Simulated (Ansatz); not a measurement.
# Pt: the cost of one run

Method: DFT PBE, scalar-relativistic, plane waves, PAW, in Ansatz 0.2.0.

The COD entry's cell or inner coordinates are ideal or old and differ from later refinements, so a difference from it is no clean test against experiment.

3 further runs of the same task are left out: 3 set aside as unsound or not needed.

## 1. The structure to begin with

Symmetry: Fm-3m, No. 225, cubic system. Conventional cell: a = 3.970 Å, b = 3.970 Å, c = 3.970 Å, α = 90.00°, β = 90.00°, γ = 90.00°. Around Pt (site symmetry m-3m) lie 12 Pt at 2.81 Å.

Coordinates:

```cif
data_structure
_symmetry_space_group_name_H-M 'Fm-3m'
_symmetry_Int_Tables_number 225
_cell_length_a 3.9701
_cell_length_b 3.9701
_cell_length_c 3.9701
_cell_angle_alpha 90.000
_cell_angle_beta 90.000
_cell_angle_gamma 90.000
_cell_volume 62.58
loop_
_atom_site_label
_atom_site_type_symbol
_atom_site_symmetry_multiplicity
_atom_site_Wyckoff_symbol
_atom_site_fract_x
_atom_site_fract_y
_atom_site_fract_z
_atom_site_occupancy
Pt1 Pt 4 a 0.00000 0.00000 0.00000 1
```

It is the result of an earlier relaxation at this level (volume 15.64 Å³/atom; gap on the mesh: none (metal)).

## 2. The film's bulk: Al

Relaxed beforehand at this level: -537.4996 eV/atom, gap on the mesh none (metal).

```
Al
1.0
     0.00000   -2.02031   -2.02031
     2.02031    0.00000   -2.02031
     2.02031   -2.02031    0.00000
Al
1
Direct
  0.00000 0.00000 0.00000
```

## 3. Bulk reference on the slab's mesh

Contents of input.yaml:

```yaml
crystal:
  lattice:
    - [2.8072917784, 0.0, 0.0]
    - [0.0, 2.8072917784, 0.0]
    - [1.4036458892, 1.4036458892, 1.9850550533]
  atoms:
    - { symbol: Pt, position: [0.0, 0.0, 0.0] }
basis:
  ecutwfc: 420
kpoints:
  mp_grid: { grid: [12, 12, 17] }
hamiltonian:
  xc: pbe
scf:
  occupations: { method: gaussian, width: 0.1 }
output:
  forces: true
  stress: true
  eigenvalues: true
```

The run is started by

```console
$ ansatz run input.yaml --threads 1 --pin off --max-ram 2560MiB --backend cpu --events-out ev --progress --plain --runs-dir out
```

What time and memory should one allow on 1 thread of Intel Xeon at 2.70GHz, shared host?

About 5.6 s, with a peak of 0.42 GiB.
